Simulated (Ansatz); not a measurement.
Mg₂Si (antifluorite), relaxed with r2SCAN, was run in Ansatz 0.2.0 under altered settings. All numbers are computed, without spin polarisation but where a row says otherwise.

```
Si Mg
1.0
     0.00000    3.16896    3.16896
     3.16896    0.00000    3.16896
     3.16896    3.16896    0.00000
Si Mg
1 2
Direct
  0.00000 0.00000 0.00000
  0.25000 0.25000 0.25000
  0.75000 0.75000 0.75000
```

The base run's other keys:
```yaml
kpoints:
  mp_grid: { grid: [4, 4, 4] }
hamiltonian:
  xc: hse06
scf:
  occupations: { method: fixed }
  n_extra_bands: 4
```

It takes 13 iterations with 1243 plane waves at 420 eV and 8 k points, and leaves a mean stress of 0.00 GPa. The gap over this mesh is 0.565 eV. It ran on 4 threads of Arm Neoverse V1, with other jobs on the host.

Outcomes, with energy and stress as changes against the base:
```csv
setting,outcome,ΔF (meV/atom),Δ mean stress (GPa),gap on the mesh (eV),iterations,wall time
hamiltonian.xc: pbe0,converged,–,-0.1,1.203,14,4.2 s
"PBE hybrid, exx coeff 0.5, omega 0.2078 1/Å",converged,–,-0.6,1.003,18,5.3 s
"PBE hybrid, exx coeff 0.15, omega 0.3 1/Å",converged,–,+0.3,0.325,11,3.9 s
"PBE hybrid, exx coeff 1.0, omega 0.5 1/Å",converged,–,-0.5,0.731,18,5 s
accuracy: low,converged,0.0,0.0,0.565,13,4.3 s
```
A dash marks a value that wasn't obtained or can't be compared. Stress is positive in compression. The base took 4.3 s.

- hamiltonian.xc: pbe0. The mean stress moves by -0.1 GPa and the gap on the mesh by +0.638 eV (to 1.203). It's another functional on the same cell, so totals aren't comparable.
- PBE hybrid, exx coeff 0.5, omega 0.2078 1/Å. That is 50 % exact exchange, screened with ω = 0.2078 1/Å, against HSE06's 25 % screened at 0.208 1/Å. The mean stress moves by -0.6 GPa and the gap on the mesh by +0.438 eV (to 1.003). Totals of different functionals aren't comparable.
- PBE hybrid, exx coeff 0.15, omega 0.3 1/Å. That is 15 % exact exchange, screened with ω = 0.3 1/Å, against HSE06's 25 % screened at 0.208 1/Å. The mean stress moves by +0.3 GPa and the gap on the mesh by -0.240 eV (to 0.325). Totals of different functionals aren't comparable.
- PBE hybrid, exx coeff 1.0, omega 0.5 1/Å. That is 100 % exact exchange, screened with ω = 0.5 1/Å, against HSE06's 25 % screened at 0.208 1/Å. The mean stress moves by -0.5 GPa and the gap on the mesh by +0.166 eV (to 0.731). Totals of different functionals aren't comparable.

Within 1 meV an atom, 0.1 GPa and 0.005 eV of the base stay: accuracy: low.

The stress of a hybrid is loosely converged in these runs.

The meshes of the hybrids are coarse, so their gaps aren't converged to the digits shown.
